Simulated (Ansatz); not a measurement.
Crystal: Si.

```
Si
1.0
     0.00000    2.72185    2.72185
     2.72185    0.00000    2.72185
     2.72185    2.72185    0.00000
Si
2
Direct
  0.50000 0.50000 0.50000
  0.75000 0.75000 0.75000
```

* Program: Ansatz 0.2.0
* Task: relaxation of cell and atoms
* Functional: revPBE
* Dispersion: D4
* Potentials or basis: Ansatz PAW
* Cutoff: 420 eV (not typed: the program's choice for these potentials)
* k mesh: 8 × 8 × 8
* Occupations: fermi-dirac, width 0.05 eV
* Spin: no spin polarisation

At the start: volume 20.16 Å³/atom.

Problem. How do energy, volume and symmetry change on relaxing?

Solution. It ends after 4 steps and the volume is 19.62 Å³/atom (-2.7 %); space group Fd-3m (No. 227, to 0.05 Å).

The path:
| step | energy change (eV) | largest force (eV/Å) | volume (Å³) |
| --- | --- | --- | --- |
| 1 | 0.0000 | 0.0000 | 40.33 |
| 2 | -0.0080 | 0.0000 | 39.52 |
| 3 | -0.0086 | 0.0000 | 39.24 |
| 4 | -0.0085 | 0.0000 | 39.24 |

Final structure:
```xyz
2
Lattice="0.0000 2.6972 2.6972 2.6972 0.0000 2.6972 2.6972 2.6972 0.0000" Properties=species:S:1:pos:R:3 pbc="T T T"
Si    2.6972    2.6972    2.6972
Si    4.0458    4.0458    4.0458
```

Caveat: the plane-wave basis is chosen anew once the cell has moved, so the energies of steps on either side of that aren't comparable; the PAW data sets come from PBE, with cores solved anew for the run's functional, which leaves a small shift of forces and pressure.
